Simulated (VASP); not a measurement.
Runs of VASP 6.6.1 on MnF2. Symmetry: P4_2/mnm, No. 136, tetragonal system. Conventional cell: a = 4.874 Å, b = 4.874 Å, c = 3.311 Å, α = 90.00°, β = 90.00°, γ = 90.00°. Mn (site symmetry mmm) has 6 F at 2.10 to 2.13 Å as nearest neighbours. F (site symmetry m2m) is surrounded by 3 Mn at 2.10 to 2.13 Å. 

```csv
task,level,cell,k mesh,cutoff (eV),gap on the mesh (eV),pressure (GPa),moment (μB),relaxed volume (Å³/atom)
band structure,BLYP,as given,6 × 6 × 8,520,1.30,-,10.00,-
band structure,PW91,as given,6 × 6 × 8,520,1.14,3.3,10.00,-
relaxation of cell and atoms,AM05,relaxed,5 × 5 × 6,600,1.14,0.0,10.00,13.19
relaxation of cell and atoms,BLYP,relaxed,5 × 5 × 6,600,1.41,0.0,10.00,13.94
relaxation of cell and atoms,PW91,relaxed,5 × 5 × 6,600,(c),0.0,10.00,13.57
relaxation of cell and atoms,revPBE,relaxed,5 × 5 × 6,600,(a),0.1,10.00,14.12
band structure,revPBE,as given,6 × 6 × 8,520,1.30,-,10.00,-
band structure,AM05,as given,6 × 6 × 8,520,1.11,(b),10.00,-
```

Alike in all rows: potentials or basis VASP PAW PBE potentials, release 64 (Mn_pv, F); spin collinear, ferromagnetic start; smearing fermi-dirac 0.05 eV.

**Question.** Estimate the missing entries.

**Answer.** (a) 1.48; (b) 0.5; (c) 1.21.

Caveats: the PAW data sets were made with another functional, which shifts forces and pressure a little; only a ferromagnetic start was run, and an antiferromagnetic order may lie lower in energy; an odd mesh through Γ misses points on the zone boundary, where band edges often lie (some runs).
